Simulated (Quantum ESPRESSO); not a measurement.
**CdTe: zone-centre phonons and dielectric response under several settings**

```xyz
2
Lattice="0.0000 3.2050 3.2050 3.2050 0.0000 3.2050 3.2050 3.2050 0.0000" Properties=species:S:1:pos:R:3 pbc="T T T"
Te    4.8075    4.8075    4.8075
Cd    0.0000    0.0000    0.0000
```

All runs used Quantum ESPRESSO 7.5; potentials GBRV 1.5 LDA; k mesh 6 × 6 × 6, shifted; no spin polarisation; cutoff 612 eV; occupations smeared at first, fixed for the response.

| level | geometry | volume (Å³/atom) | pressure (GPa) | lowest optical mode without the field (cm⁻¹) | highest mode with the field (cm⁻¹) | ε∞ (mean) | ε0 (mean) | Born charge of atom 1 (e) | sum of the Born charges (e) |
| --- | --- | --- | --- | --- | --- | --- | --- | --- | --- |
| LDA | relaxed at 0 GPa | 33.14 | 0.0 | 150 | 170 | 9.32 | 11.9 | -2.15 | 0.00 |
| LDA | relaxed at 5 GPa | 30.33 | 5.1 | 175 | 192 | 8.98 | 10.7 | -1.98 | -0.01 |
| LDA | relaxed at 10 GPa | ? | 10.3 | ? | ? | ? | ? | ? | ? |
| LDA | relaxed at 20 GPa | 25.96 | 20.6 | 226 | 236 | 8.84 | 9.7 | -1.68 | -0.01 |
| LDA | relaxed at 40 GPa | 23.05 | 40.8 | 270 | 278 | 9.03 | 9.5 | -1.44 | -0.01 |

What stands in the row left open?

Volume 28.45 Å³/atom; lowest optical mode without the field 195 cm⁻¹; highest mode with the field 209 cm⁻¹; ε∞ 8.87; ε0 10.2; Born charge of atom 1 -1.86 e; sum of the Born charges -0.01 e.

Caveats: the cell is more than 3 GPa from zero pressure, which shifts response properties (some runs); the volume moved by over 15 % at a fixed basis, so the end points are rough (some runs).

For the row left open. Caveat: the cell is more than 3 GPa from zero pressure, which shifts response properties.
